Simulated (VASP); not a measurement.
# Ni (Fm-3m) in VASP: notebook, part 2 of 2

VASP 6.6.1. Earlier steps stand in the parts before.

## Step 5: Relaxation of cell and atoms, revPBE, collinear spin, ferromagnetic start

INCAR reads:

```
PREC     = Accurate       # precision mode
ENCUT    = 600            # plane-wave cutoff, eV
EDIFF    = 1E-6           # SCF threshold, eV
ISMEAR   = -1             # smearing method
SIGMA    = 0.05           # smearing width, eV
LREAL    = False          # projectors in reciprocal space
LASPH    = True           # aspherical terms in the spheres
NELM     = 100            # most SCF steps
ALGO     = Normal         # electronic algorithm
ISIF     = 3              # what is computed and relaxed
LWAVE    = False          # write WAVECAR
LCHARG   = False          # write CHGCAR
ISPIN    = 2              # spin polarisation
MAGMOM   = 1              # initial moments
LORBIT   = 11             # projections on sites
LMAXMIX  = 4              # l up to which the mixer works
GGA      = RE             # functional
IBRION   = 2              # ionic algorithm
NSW      = 60             # ionic steps
EDIFFG   = -0.01          # ionic threshold
```

KPOINTS reads:

```
Automatic mesh
0
Gamma
  13 13 13
```

POSCAR reads:

```
Ni
1.0
    0.0000000000      1.7375729330      1.7375729330
    1.7375729330      0.0000000000      1.7375729330
    1.7375729330      1.7375729330      0.0000000000
Ni
1
Direct
    0.0000000000      0.0000000000      0.0000000000
```

Potentials or basis: VASP PAW PBE potentials, release 64 (Ni).

The run is started by

```
$ cat potpaw_PBE.64/Ni/POTCAR > POTCAR
$ mpirun -np 1 vasp_std > vasp.out
```

OUTCAR:

```text
PREC = Accurate
   ENCUT = 600
   EDIFF = 1E-6
   ISMEAR = -1
   LREAL = False
   LASPH = True
   NELM = 100
   ISIF = 3
   ISPIN = 2
   LORBIT = 11
   GGA = RE
   IBRION = 2
   NSW = 60
   EDIFFG = -0.01

 ion  position               nearest neighbor table
   1  0.000  0.000  0.000-

  LATTYP: Found a face centered cubic cell.
 ALAT       =     3.4751458660

  Lattice vectors:

 A1 = (   0.0000000000,   1.7375729330,   1.7375729330)
 A2 = (   1.7375729330,   0.0000000000,   1.7375729330)
 A3 = (   1.7375729330,   1.7375729330,   0.0000000000)

Analysis of symmetry for initial positions (statically):
=====================================================================
 Subroutine PRICEL returns:
 Original cell was already a primitive cell.

 Routine SETGRP: Setting up the symmetry group for a
 face centered cubic supercell.

 Subroutine GETGRP returns: Found 48 space group operations
 (whereof 48 operations were pure point group operations)
 out of a pool of 48 trial point group operations.

The static configuration has the point symmetry O_h .

Analysis of symmetry for dynamics (positions and initial velocities):
=====================================================================
 Subroutine PRICEL returns:
 Original cell was already a primitive cell.

 Routine SETGRP: Setting up the symmetry group for a
 face centered cubic supercell.

 Subroutine GETGRP returns: Found 48 space group operations
 (whereof 48 operations were pure point group operations)
 out of a pool of 48 trial point group operations.

The dynamic configuration has the point symmetry O_h .

Analysis of structural, dynamic, and magnetic symmetry:
=====================================================================
 Subroutine PRICEL returns:
 Original cell was already a primitive cell.

 Routine SETGRP: Setting up the symmetry group for a
 face centered cubic supercell.

 Subroutine GETGRP returns: Found 48 space group operations
 (whereof 48 operations were pure point group operations)
 out of a pool of 48 trial point group operations.

The overall configuration has the point symmetry O_h .

 Subroutine INISYM returns: Found 48 space group operations
 (whereof 48 operations are pure point group operations),
 and found     1 'primitive' translations

----------------------------------------------------------------------------------------

                                     Primitive cell

  volume of cell :      10.4920

  direct lattice vectors                    reciprocal lattice vectors
     0.000000000  1.737572933  1.737572933    -0.287757705  0.287757705  0.287757705
     1.737572933  0.000000000  1.737572933     0.287757705 -0.287757705  0.287757705
     1.737572933  1.737572933  0.000000000     0.287757705  0.287757705 -0.287757705

  length of vectors
     2.457299207  2.457299207  2.457299207     0.498410966  0.498410966  0.498410966

  position of ions in fractional coordinates (direct lattice)
     0.000000000  0.000000000  0.000000000

  ion indices of the primitive-cell ions
   primitive index   ion index
                 1           1

----------------------------------------------------------------------------------------

 KPOINTS: Automatic mesh

Automatic generation of k-mesh.
 Grid dimensions read from file:
 generate k-points for:   13   13   13

 Generating k-lattice:

  Cartesian coordinates                     Fractional coordinates (reciprocal lattice)
    -0.022135208  0.022135208  0.022135208     0.076923077  0.000000000  0.000000000
     0.022135208 -0.022135208  0.022135208     0.000000000  0.076923077  0.000000000
     0.022135208  0.022135208 -0.022135208     0.000000000  0.000000000  0.076923077

  Length of vectors
     0.038339305  0.038339305  0.038339305

  Shift w.r.t. Gamma in fractional coordinates (k-lattice)
     0.000000000  0.000000000  0.000000000

 Subroutine IBZKPT returns following result:
 ===========================================

 Found     84 irreducible k-points:

 Following reciprocal coordinates:
            Coordinates               Weight
  0.000000  0.000000  0.000000      1.000000
  0.076923  0.000000  0.000000      8.000000
  0.153846  0.000000  0.000000      8.000000
  0.230769  0.000000  0.000000      8.000000
  0.307692  0.000000  0.000000      8.000000
  0.384615  0.000000  0.000000      8.000000
[... 16 lines left out ...]
  0.384615  0.153846  0.000000     24.000000
  0.461538  0.153846  0.000000     24.000000
 [... further k-points ...]
   k-points           NKPTS =     84   k-points in BZ     NKDIM =     84   number of bands    NBANDS=     10
   number of dos      NEDOS =    301   number of ions     NIONS =      1
   total plane-waves  NPLWV =   8000
   dimension x,y,z NGX =    20 NGY =   20 NGZ =   20
   dimension x,y,z NGXF=    40 NGYF=   40 NGZF=   40
   ions per type =               1
   NGX,Y,Z   is equivalent  to a cutoff of  13.53, 13.53, 13.53 a.u.
   NGXF,Y,Z  is equivalent  to a cutoff of  27.06, 27.06, 27.06 a.u.
 SYSTEM =  unknown system
   PREC   = accura    normal or accurate (medium, high low for compatibility)
   ISTART =      0    job   : 0-new  1-cont  2-samecut
   ICHARG =      2    charge: 1-file 2-atom 10-const
   ISPIN  =      2    spin polarized calculation?
   LNONCOLLINEAR =      F non collinear calculations
   LSORBIT =      F    spin-orbit coupling
   LASPH  =      T    aspherical Exc in radial PAW
   ENCUT  =  600.0 eV  44.10 Ry    6.64 a.u.   4.91  4.91  4.91*2*pi/ulx,y,z
   NELM   =    100;   NELMIN=  2; NELMDL= -5     # of ELM steps
   EDIFF  = 0.1E-05   stopping-criterion for ELM
   LREAL  =      F    real-space projection
   EDIFFG = -.1E-01   stopping-criterion for IOM
   NSW    =     60    number of steps for IOM
   IBRION =      2    ionic relax: 0-MD 1-quasi-New 2-CG
   NFREE  =      1    steps in history (QN), initial steepest desc. (CG)
   ISIF   =      3    stress and relaxation
   ISYM   =      2    0-nonsym 1-usesym 2-fastsym
   POTIM  = 0.5000    time-step for ionic-motion
   TEBEG  =    0.0;   TEEND  =   0.0 temperature during run
   PSTRESS=    0.0 pullay stress
   NELECT =      10.0000    total number of electrons
   NUPDOWN=      -1.0000    fix difference up-down
   EMIN   =  10.00;   EMAX   =-10.00  energy-range for DOS
   EFERMI =   0.00;   METHOD = LEGACY
   ISMEAR =    -1;   SIGMA  =   0.05  broadening in eV -4-tet -1-fermi 0-gaus
   EFERMI_NEDOS =   21; number of points for ismear=-14 and -15
   IALGO  =     38    algorithm
   IMIX   =      4    mixing-type and parameters
     AMIX     =   0.40;   BMIX     =  1.00
     AMIX_MAG =   1.60;   BMIX_MAG =  1.00
  volume/ion in A,a.u.               =      10.49        70.80
  Fermi-wavevector in a.u.,A,eV,Ry     =   1.611097  3.044533 35.315755  2.595635
  Thomas-Fermi vector in A             =   2.706542
   LORBIT       =     11    0 simple, 1 ext, 2 COOP (PROOUT), +10 PAW based schemes
   GGA     = RE    functional components
   LHFCALC =     F    Hartree Fock is set to
   AEXX    =    0.0000 exact exchange contribution
   IVDW    =     0    specifies the selected vdW correction
   LEPSILON=     F    determine dielectric tensor
   LRPA    =     F    only Hartree local field effects (RPA)
 conjugate gradient relaxation of ions
 spin polarized calculation
  energy-cutoff  :      600.00
  volume of cell :       10.49
 maximum number of plane-waves:       365
   NGX =  9   NGY =  9   NGZ =  9

--------------------------------------- Ionic step        1  -------------------------------------------

 number of electron      10.0000000 magnetization       1.0000000

 number of electron       9.9999999 magnetization       0.6236563

 Free energy of the ion-electron system (eV)
  ---------------------------------------------------
  ext. energy  EPLUGINS =         0.00000000
  ---------------------------------------------------
  free energy    TOTEN  =        -5.04836022 eV

  energy without entropy =       -5.03572766  energy(sigma->0) =       -5.04204394

 E-fermi :  10.0136     XC(G=0): -13.3822

 val. band max:       10.0064879644   @ k =   0.3846   0.0769   0.0000
 cond. band min:      10.0174390513   @ k =   0.3846   0.3846   0.0000
 fundamental gap:      0.0109510870
 Fermi energy:        10.0136064685

 spin component 1

 k-point     1 :       0.0000    0.0000    0.0000
  band No.  band energies     occupation
      1       0.7518      1.00000
      2       7.4746      1.00000
      3       7.4746      1.00000
      4       7.4746      1.00000
      5       8.7115      1.00000
      6       8.7115      1.00000
      7      34.0088      0.00000
      8      38.2052      0.00000
      9      38.2052      0.00000
     10      38.2052      0.00000
[... 682 lines left out ...]
  energy  without entropy=       -5.0373551909  energy(sigma->0) =       -5.04464840

--------------------------------------- Ionic step        3  -------------------------------------------

 number of electron      10.0000009 magnetization       0.6282986

 Free energy of the ion-electron system (eV)
  ---------------------------------------------------
  ext. energy  EPLUGINS =         0.00000000
  ---------------------------------------------------
  free energy    TOTEN  =        -5.07084570 eV

  energy without entropy =       -5.05723822  energy(sigma->0) =       -5.06404196

 E-fermi :   9.1880     XC(G=0): -13.0357

 val. band max:        9.1812942812   @ k =   0.3846   0.0769   0.0000
 cond. band min:       9.2004535107   @ k =   0.3846   0.3846   0.0000
 fundamental gap:      0.0191592294
 Fermi energy:         9.1880473033

 spin component 1

 k-point     1 :       0.0000    0.0000    0.0000
  band No.  band energies     occupation
      1       0.3326      1.00000
      2       6.7917      1.00000
      3       6.7917      1.00000
      4       6.7917      1.00000
      5       7.9356      1.00000
      6       7.9356      1.00000
      7      32.6848      0.00000
      8      36.4281      0.00000
      9      36.4281      0.00000
     10      36.4281      0.00000
[... 643 lines left out ...]
  FREE ENERGIE OF THE ION-ELECTRON SYSTEM (eV)
  ---------------------------------------------------
  free  energy   TOTEN  =        -5.0708456957 eV

  energy  without entropy=       -5.0572382232  energy(sigma->0) =       -5.06404196

 reached required accuracy - stopping structural energy minimisation

 total charge

# of ion       s       p       d       tot
------------------------------------------
    1        0.487   0.478   8.302   9.267

 magnetization (x)

# of ion       s       p       d       tot
------------------------------------------
    1       -0.007  -0.026   0.675   0.643
```

It took 44 s on 1 thread of AMD EPYC 7R13 (Zen 3), shared host; peak memory 0.12 GiB.

What came out:

| Quantity | Value |
| --- | --- |
| Free energy | -5.0708 eV |
| Relaxed volume | 11.12 Å³/atom |
| Relaxed cell | a = 2.505 Å, b = 2.505 Å, c = 2.505 Å, α = 60.00°, β = 60.00°, γ = 60.00° |
| Space group after relaxing (to 0.05 Å) | Fm-3m (No. 225) |
| Energy gained by relaxing | 22.5 meV/atom |
| Ionic steps | 3 |
| Pressure after relaxing | 0.0 GPa |
| Band gap on the k mesh | none (metal or under the smearing width) |
| Net moment | 0.63 μB per cell |
| Site moments | Ni +0.64 μB |
| Valence electrons inside the program's atomic spheres | Ni 9.27 |

Step by step:
```csv
step,energy change (eV),largest force (eV/Å),pressure (GPa),volume (Å³)
1,0.0000,0.0000,12.26,10.49
2,-0.0036,0.0000,-8.90,11.76
3,-0.0225,0.0000,-0.02,11.12
```

Final structure:
```cif
data_structure
_symmetry_space_group_name_H-M 'P 1'
_symmetry_Int_Tables_number 1
_cell_length_a 2.5055
_cell_length_b 2.5055
_cell_length_c 2.5055
_cell_angle_alpha 60.000
_cell_angle_beta 60.000
_cell_angle_gamma 60.000
_cell_volume 11.12
loop_
_atom_site_label
_atom_site_type_symbol
_atom_site_fract_x
_atom_site_fract_y
_atom_site_fract_z
_atom_site_occupancy
Ni1 Ni 0.00000 0.00000 0.00000 1
```

Levels at points of the mesh, in eV from the Fermi level:
Spin up:
```
           k point  band 2  band 3  band 4  band 5  band 6  band 7  band 8  band 9
(0.00, 0.00, 0.00)   -2.40   -2.40   -2.40   -1.25   -1.25   23.50   27.24   27.24
```
Spin down:
```csv
k point,band 3,band 4,band 5,band 6,band 7,band 8
"(0.00, 0.00, 0.00)",-1.62,-1.62,-0.66,-0.66,23.31,27.20
```

Caveat: the PAW data sets were made with another functional, which shifts forces and pressure a little.

## Step 6: Relaxation of cell and atoms, BLYP, collinear spin, ferromagnetic start

INCAR reads:

```
SYSTEM = Ni
PREC = Accurate
ENCUT = 600
EDIFF = 1E-6
ISMEAR = -1
SIGMA = 0.05
LREAL = .FALSE.
LASPH = .TRUE.
NELM = 100
ALGO = Fast
ISIF = 3
LWAVE = .FALSE.
LCHARG = .FALSE.
ISPIN = 2
MAGMOM = 1
LORBIT = 11
LMAXMIX = 4
GGA = B5
ALDAX = 1.0
AGGAX = 1.0
AGGAC = 1.0
ALDAC = 0.0
IBRION = 2
NSW = 40
EDIFFG = -0.005
```

KPOINTS reads:

```
regular mesh
0
G
  13 13 13
  0 0 0
```

POSCAR is that of step 5.

Potentials or basis: VASP PAW PBE potentials, release 64 (Ni).

The run is started by

```
$ cat potpaw_PBE.64/Ni/POTCAR > POTCAR
$ mpirun -np 1 vasp_std > vasp.out
```

Wall time 3 min (1 thread of AMD EPYC 7R13 (Zen 3), shared host); peak memory 0.12 GiB.

The run converged. Its results:

* Free energy: -4.6167 eV
* Relaxed volume: 11.43 Å³/atom
* Relaxed cell: a = 2.529 Å, b = 2.529 Å, c = 2.529 Å, α = 60.00°, β = 60.00°, γ = 60.00°
* Space group after relaxing (to 0.05 Å): Fm-3m (No. 225)
* Energy gained by relaxing: 49.3 meV/atom
* Ionic steps: 32
* Pressure after relaxing: 0.0 GPa
* Band gap on the k mesh: none (metal or under the smearing width)
* Net moment: 0.62 μB per cell
* Site moments: Ni +0.63 μB
* Valence electrons inside the program's atomic spheres: Ni 9.27

Step by step:
| step | energy change (eV) | largest force (eV/Å) | pressure (GPa) | volume (Å³) |
| --- | --- | --- | --- | --- |
| 1 | 0.0000 | 0.0000 | 18.07 | 10.49 |
| 2 | -0.0141 | 0.0000 | -10.75 | 12.39 |
| 3 | -0.0493 | 0.0000 | -0.28 | 11.45 |
| 4 | -0.0493 | 0.0000 | 0.12 | 11.43 |
| 5 | -0.0493 | 0.0000 | 0.10 | 11.43 |
| 6 | -0.0493 | 0.0000 | -0.08 | 11.43 |
| 7 | -0.0493 | 0.0000 | 0.15 | 11.43 |
| 8 | -0.0493 | 0.0000 | 0.16 | 11.43 |
| 9 | -0.0493 | 0.0000 | 0.16 | 11.43 |
| 10 | -0.0493 | 0.0000 | 0.17 | 11.43 |
| 11 | -0.0493 | 0.0000 | 0.17 | 11.43 |
| 12 | -0.0493 | 0.0000 | 0.17 | 11.43 |
| 13 | -0.0493 | 0.0000 | 0.17 | 11.43 |
| 14 | -0.0493 | 0.0000 | 0.17 | 11.43 |
| 15 | -0.0493 | 0.0000 | 0.17 | 11.43 |
| 16 | -0.0493 | 0.0000 | 0.17 | 11.43 |
| 17 | -0.0493 | 0.0000 | 0.17 | 11.43 |
| 18 | -0.0493 | 0.0000 | 0.17 | 11.43 |
| 19 | -0.0493 | 0.0000 | 0.17 | 11.43 |
| 20 | -0.0493 | 0.0000 | 0.17 | 11.43 |
| 21 | -0.0493 | 0.0000 | 0.17 | 11.43 |
| 22 | -0.0493 | 0.0000 | 0.17 | 11.43 |
| 23 | -0.0493 | 0.0000 | 0.17 | 11.43 |
| 24 | -0.0493 | 0.0000 | 0.17 | 11.43 |
| 25 | -0.0493 | 0.0000 | 0.17 | 11.43 |
| 26 | -0.0493 | 0.0000 | 0.17 | 11.43 |
| 27 | -0.0493 | 0.0000 | 0.16 | 11.43 |
| 28 | -0.0493 | 0.0000 | 0.16 | 11.43 |
| 29 | -0.0493 | 0.0000 | 0.16 | 11.43 |
| 30 | -0.0493 | 0.0000 | 0.15 | 11.43 |
| 31 | -0.0493 | 0.0000 | 0.11 | 11.43 |
| 32 | -0.0493 | 0.0000 | 0.04 | 11.43 |

Final structure:
```
CELL_PARAMETERS angstrom
0.00000 1.78794 1.78794
1.78794 0.00000 1.78794
1.78794 1.78794 0.00000
ATOMIC_POSITIONS crystal
Ni 0.00000 0.00000 0.00000
```

Levels at points of the mesh, in eV from the Fermi level:
Spin up:
```csv
k point,band 2,band 3,band 4,band 5,band 6,band 7,band 8,band 9
"(0.00, 0.00, 0.00)",-2.30,-2.30,-2.30,-1.21,-1.21,23.67,26.84,26.84
```
Spin down:
```csv
k point,band 3,band 4,band 5,band 6,band 7,band 8
"(0.00, 0.00, 0.00)",-1.57,-1.57,-0.66,-0.66,23.54,26.85
```

Caveat: the PAW data sets were made with another functional, which shifts forces and pressure a little.

## Step 7: The reference run

An earlier run on the cell as given: functional PBEsol; potentials or basis VASP PAW PBE potentials, release 64 (Ni); cutoff 520 eV; k mesh 13 × 13 × 13; occupations fermi-dirac, width 0.05 eV; collinear spin, ferromagnetic start; starting moments [1.0] μB.

- Pressure: -2.4 GPa
- Band gap on the k mesh: none (metal or under the smearing width)
- Net moment: 0.62 μB per cell
- Site moments: Ni +0.63 μB
- Valence electrons inside the program's atomic spheres: Ni 9.38

## Step 8: The runs side by side

```csv
task,level,potentials or basis,cell,cutoff (eV),smearing,ladder,gap on the mesh (eV),pressure (GPa),moment (μB),relaxed volume (Å³/atom)
relaxation of cell and atoms,PBE,"VASP PAW PBE potentials, release 64 (Ni_sv_GW)",relaxed,680,fermi-dirac 0.05 eV,-,none,0.0,0.63,10.79
relaxation of cell and atoms,PBE,"VASP PAW PBE potentials, release 64 (Ni_GW)",relaxed,630,fermi-dirac 0.05 eV,-,none,0.0,0.63,10.87
single point,PBE,"VASP PAW PBE potentials, release 64 (Ni)",as given,520,gaussian 0.011 eV,-,none,7.8,0.62,-
relaxation of cell and atoms,revPBE,"VASP PAW PBE potentials, release 64 (Ni)",relaxed,600,fermi-dirac 0.05 eV,-,none,0.0,0.63,11.12
relaxation of cell and atoms,BLYP,"VASP PAW PBE potentials, release 64 (Ni)",relaxed,600,fermi-dirac 0.05 eV,-,none,0.0,0.62,11.43
single point,PBEsol,"VASP PAW PBE potentials, release 64 (Ni)",as given,520,fermi-dirac 0.05 eV,free,none,-2.4,0.62,-
```

Alike in all rows: spin collinear, ferromagnetic start; k mesh 13 × 13 × 13.

Caveats: the PAW data sets were made with another functional, which shifts forces and pressure a little (some runs).

Total energies depend on the potentials used, so only differences within one code and one set of settings carry meaning.
